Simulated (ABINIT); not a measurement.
The system is Al2Cu (Khatyrkite).

```xyz
6
Lattice="-3.0335 3.0335 2.4385 3.0335 -3.0335 2.4385 3.0335 3.0335 -2.4385" Properties=species:S:1:pos:R:3 pbc="T T T"
Cu    0.0000    0.0000    1.2192
Cu    0.0000    0.0000    3.6578
Al    0.9592    2.0743    0.0000
Al   -0.9592    2.0743    2.4385
Al    2.0743    0.9592    2.4385
Al    3.9927    0.9592    0.0000
```

```yaml
Program: ABINIT 10.8.3 (patched build)
Task: relaxation of cell and atoms
Functional: LDA
Potentials_or_basis: JTH PAW LDA v2.0
Cutoff: 707 eV
k_mesh: 5 × 5 × 5
Occupations: fermi-dirac, width 0.05 eV
Spin: no spin polarisation
```

At the start: pressure -6.7 GPa; volume 14.96 Å³/atom.

**Question.** Where does the relaxation end?

**Answer.** Over 6 steps the energy falls by 26.0 meV/atom and the volume is 13.99 Å³/atom (-6.4 %); space group I4/mcm (No. 140, to 0.05 Å).

Step by step:
```
step  energy change (eV)  largest force (eV/Å)  pressure (GPa)  volume (Å³)
   1              0.0000                0.1437           -6.75        89.76
   2             -0.0743                0.1260           -4.93        87.92
   3             -0.1514                0.0322            1.25        83.07
   4             -0.1543                0.0420            0.16        83.80
   5             -0.1551                0.0342            0.05        83.89
   6             -0.1560                0.0099           -0.03        83.97
```

Final structure:
```
CELL_PARAMETERS angstrom
-2.99108 2.99108 2.34643
2.99108 -2.99108 2.34643
2.99108 2.99108 -2.34643
ATOMIC_POSITIONS crystal
Cu 0.25000 0.25000 0.00000
Cu 0.75000 0.75000 0.00000
Al 0.34095 0.15905 0.50000
Al 0.84095 0.34095 0.18190
Al 0.65905 0.84095 0.50000
Al 0.15905 0.65905 0.81810
```
